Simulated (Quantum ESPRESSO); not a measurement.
Crystal: MnO.

```
CELL_PARAMETERS angstrom
2.67239 0.00000 0.00000
0.00000 5.34478 0.00000
0.00000 0.00000 2.67239
ATOMIC_POSITIONS crystal
Mn 0.00000 0.00000 0.00000
O 0.50000 0.25000 0.50000
Mn 0.00000 0.50000 0.00000
O 0.50000 0.75000 0.50000
```

Measurements of this composition are mostly on another form, of space group No. 225.

Below is the output of Quantum ESPRESSO 7.5 for this cell. Logs are shortened: lines on timing, memory, paths and dates and some standing lists are left out, and cuts for length are marked.

```text
This program is part of the open-source Quantum ESPRESSO suite
     for quantum simulation of materials; please cite
[... 6 lines left out ...]
     --------------------
     sticks:   dense  smooth     PW     G-vecs:    dense   smooth      PW
     Sum        1557    1557    445                32759    32759    5013

     Using Slab Decomposition

     bravais-lattice index     =            0
     lattice parameter (alat)  =       5.0501  a.u.
     unit-cell volume          =     257.5879 (a.u.)^3
     number of atoms/cell      =            4
     number of atomic types    =            4
     number of electrons       =        42.00
     number of Kohn-Sham states=           33
     kinetic-energy cutoff     =      96.0000  Ry
     charge density cutoff     =     384.0000  Ry
     scf convergence threshold =      1.6E-07
     mixing beta               =       0.3000
     number of iterations used =           12  plain     mixing
     Exchange-correlation= PBE
                           (   1   4   3   4   0   0   0)
     Hubbard projectors: ortho-atomic
     Hubbard parameters of DFT+U (Dudarev formulation) in eV:
     U(Mn1-3d) =  2.0000
     U(Mn2-3d) =  2.0000

     Internal variables: lda_plus_u =T, lda_plus_u_kind = 0

     Internal variables: orbital_resolved =F, hub_pot_fix =F, apply_U = F

     celldm(1)=   5.050083  celldm(2)=   0.000000  celldm(3)=   0.000000
     celldm(4)=   0.000000  celldm(5)=   0.000000  celldm(6)=   0.000000

     crystal axes: (cart. coord. in units of alat)
               a(1) = (   1.000000   0.000000   0.000000 )
               a(2) = (   0.000000   2.000000   0.000000 )
               a(3) = (   0.000000   0.000000   1.000000 )

     reciprocal axes: (cart. coord. in units 2 pi/alat)
               b(1) = (  1.000000  0.000000  0.000000 )
               b(2) = (  0.000000  0.500000  0.000000 )
               b(3) = (  0.000000  0.000000  1.000000 )

[... 554 lines left out ...]
   -66.0844 -61.6088 -35.0772 -35.0746 -35.0182 -30.3261 -30.3211 -30.2996
    -2.6716  -2.6327   8.8890   9.0937   9.2265   9.7254  10.1298  10.8020
    11.5854  12.4869  13.0149  13.6986  13.9426  17.5008  18.4273  18.7205
    18.7666  18.8754  21.5426  22.6784  25.4382  25.8569  26.8296  27.2035
    33.1645

          k = 0.3333-0.2500-0.3333 (  4114 PWs)   bands (ev):

   -66.0844 -61.6088 -35.0772 -35.0746 -35.0182 -30.3261 -30.3211 -30.2996
    -2.6716  -2.6327   8.8890   9.0937   9.2265   9.7254  10.1298  10.8020
    11.5854  12.4869  13.0149  13.6986  13.9426  17.5008  18.4273  18.7205
    18.7666  18.8754  21.5426  22.6784  25.4382  25.8569  26.8296  27.2035
    33.1643

 ------ SPIN DOWN ----------

          k = 0.0000 0.0000 0.0000 (  4143 PWs)   bands (ev):

   -66.1146 -61.6418 -35.0502 -34.9485 -34.9485 -30.3334 -30.1814 -30.1814
    -4.3987  -3.1922   7.0442   9.8386  10.9352  10.9352  11.1266  12.4922
    12.8325  12.8567  12.8567  14.3293  14.3293  15.9368  16.3987  17.6452
    18.9648  19.1622  19.1622  21.4372  24.2380  30.3068  30.7920  30.9319
    32.6675
[... 35 lines left out ...]
   -66.0837 -61.6095 -35.0772 -35.0746 -35.0203 -30.3260 -30.3210 -30.2964
    -3.0173  -2.2341   8.4359   8.8447   9.1690   9.6097   9.7602  11.4745
    12.2097  12.5156  13.1988  13.6821  14.1467  17.4666  18.5084  18.5267
    18.6204  19.0194  22.1251  22.9305  24.0379  24.5851  26.6811  27.8314
    32.6064

          k = 0.3333 0.0000-0.3333 (  4097 PWs)   bands (ev):

   -66.0837 -61.6095 -35.0772 -35.0746 -35.0203 -30.3260 -30.3210 -30.2964
    -3.0173  -2.2341   8.4359   8.8447   9.1690   9.6097   9.7602  11.4745
    12.2097  12.5156  13.1988  13.6821  14.1467  17.4666  18.5084  18.5267
    18.6204  19.0194  22.1251  22.9305  24.0379  24.5851  26.6811  27.8314
    32.6064
[... 11 lines left out ...]
   -66.0844 -61.6088 -35.0771 -35.0746 -35.0181 -30.3261 -30.3211 -30.2996
    -2.6716  -2.6327   8.8890   9.0937   9.2265   9.7254  10.1298  10.8021
    11.5854  12.4870  13.0149  13.6986  13.9426  17.5008  18.4273  18.7205
    18.7666  18.8754  21.5426  22.6784  25.4382  25.8569  26.8296  27.2035
    33.1644

          k = 0.3333-0.2500-0.3333 (  4114 PWs)   bands (ev):

   -66.0844 -61.6088 -35.0771 -35.0746 -35.0181 -30.3261 -30.3211 -30.2996
    -2.6716  -2.6327   8.8890   9.0937   9.2265   9.7254  10.1298  10.8021
    11.5854  12.4870  13.0149  13.6986  13.9426  17.5008  18.4273  18.7205
    18.7666  18.8754  21.5426  22.6784  25.4382  25.8569  26.8296  27.2035
    33.1645

     the Fermi energy is    15.1613 ev

!    total energy              =    -501.66792124 Ry
     estimated scf accuracy    <       0.00000002 Ry
     smearing contrib. (-TS)   =      -0.00000000 Ry
     internal energy E=F+TS    =    -501.66792124 Ry

     The total energy is F=E-TS. E is the sum of the following terms:
     one-electron contribution =    -176.12592971 Ry
     hartree contribution      =     115.42498714 Ry
     xc contribution           =     -90.58741232 Ry
     ewald contribution        =    -350.44302253 Ry
     Hubbard energy            =       0.06345617 Ry

     total magnetization       =    -0.00 Bohr mag/cell
     absolute magnetization    =     9.15 Bohr mag/cell

     convergence has been achieved in  10 iterations

     Forces acting on atoms (cartesian axes, Ry/au):

     atom    1 type  1   force =     0.00000004    0.00000021    0.00000002
     atom    2 type  2   force =    -0.00000005    0.00000071   -0.00000001
     atom    3 type  3   force =     0.00000001   -0.00000010   -0.00000002
     atom    4 type  4   force =     0.00000000   -0.00000083    0.00000001

     Total force =     0.000001     Total SCF correction =     0.000014
     SCF correction compared to forces is large: reduce conv_thr to get better values

=------------------------------------------------------------------------------=
   JOB DONE.
=------------------------------------------------------------------------------=
```

**Question.** Write the input and the command behind it.

**Answer.** Single point with PBE+U, collinear spin, antiferromagnetic start. The files as run (others can give the same):

pw.in
```
&CONTROL
  calculation = 'scf'
  prefix = 'pwscf'
  outdir = './tmp'
  pseudo_dir = './pseudo'
  tprnfor = .true.
  disk_io = 'nowf'
/
&SYSTEM
  ibrav = 0
  nat = 4
  ntyp = 4
  ecutwfc = 96
  nbnd = 33
  occupations = 'smearing'
  smearing = 'gaussian'
  degauss = 0.00367493
  nspin = 2
  starting_magnetization(1) = 0.3333
  starting_magnetization(2) = 0
  starting_magnetization(3) = -0.3333
  starting_magnetization(4) = -0
  nosym = .true.
  starting_ns_eigenvalue(1,1,1) = 1
  starting_ns_eigenvalue(2,1,1) = 1
  starting_ns_eigenvalue(3,1,1) = 1
  starting_ns_eigenvalue(4,1,1) = 1
  starting_ns_eigenvalue(5,1,1) = 1
  starting_ns_eigenvalue(1,2,1) = 0
  starting_ns_eigenvalue(2,2,1) = 0
  starting_ns_eigenvalue(3,2,1) = 0
  starting_ns_eigenvalue(4,2,1) = 0
  starting_ns_eigenvalue(5,2,1) = 0
  starting_ns_eigenvalue(1,1,3) = 0
  starting_ns_eigenvalue(2,1,3) = 0
  starting_ns_eigenvalue(3,1,3) = 0
  starting_ns_eigenvalue(4,1,3) = 0
  starting_ns_eigenvalue(5,1,3) = 0
  starting_ns_eigenvalue(1,2,3) = 1
  starting_ns_eigenvalue(2,2,3) = 1
  starting_ns_eigenvalue(3,2,3) = 1
  starting_ns_eigenvalue(4,2,3) = 1
  starting_ns_eigenvalue(5,2,3) = 1
/
&ELECTRONS
  conv_thr = 1.6d-07
  electron_maxstep = 120
  mixing_beta = 0.3
  mixing_ndim = 12
/
ATOMIC_SPECIES
Mn1   54.9380 Mn.upf
O1    15.9990 O.upf
Mn2   54.9380 Mn.upf
O2    15.9990 O.upf
CELL_PARAMETERS angstrom
   2.6723886600    0.0000000000    0.0000000000
   0.0000000000    5.3447773200    0.0000000000
   0.0000000000    0.0000000000    2.6723886600
ATOMIC_POSITIONS crystal
Mn1    0.0000000000    0.0000000000    0.0000000000
O1     0.5000000000    0.2500000000    0.5000000000
Mn2    0.0000000000    0.5000000000    0.0000000000
O2     0.5000000000    0.7500000000    0.5000000000
K_POINTS automatic
3 2 3 0 0 0
HUBBARD {ortho-atomic}
U Mn1-3d 2.0
U Mn2-3d 2.0
```

Potentials or basis: PseudoDojo 0.5 SR PBE standard.
The run is started by
```sh
$ OMP_NUM_THREADS=1 pw.x -in pw.in > pw.out
```

Caveat: the k mesh is coarse (spacing up to 0.78 Å⁻¹), so the values aren't converged; an odd mesh through Γ misses points on the zone boundary, where band edges often lie.
